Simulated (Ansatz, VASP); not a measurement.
## Os in VASP and in Ansatz

```
Os
1.0
     2.70138    0.00000    0.00000
    -1.35069    2.33946    0.00000
     0.00000    0.00000   23.61699
Os
4
Direct
  0.66667 0.33333 0.35991
  0.33333 0.66667 0.45330
  0.00000 0.00000 0.54762
  0.66667 0.33333 0.63723
```

Alike in both runs: functional PBEsol; k mesh 12 × 12 × 1; occupations gaussian, width 0.1 eV; no spin polarisation.

Ansatz relaxed the structure, and its values are those at the end. VASP's run is a single point on that final structure, the one shown.

|  | VASP | Ansatz |
| --- | --- | --- |
| version | VASP 6.6.1 | Ansatz 0.2.0 |
| potentials or method | VASP PAW PBE potentials, release 64 (Os) | scalar-relativistic, plane waves, PAW |
| plane-wave cutoff (eV) | 520 | 420 |
| valence electrons in the cell | 32 | 64 |

```csv
,VASP,Ansatz,Ansatz less VASP
gap on the k mesh at the Fermi level (eV),none,none,-
rms of the force components (eV/Å),0.418,0.416,-0.0011
```

A gap of «none» marks a metal or a gap that the smearing closes. The two sets of potentials don't hold the same shells in valence.

Caveats: the PAW data sets were made with another functional, which shifts forces and pressure a little (VASP). Spin-orbit coupling is left out, which matters for the levels of Os.
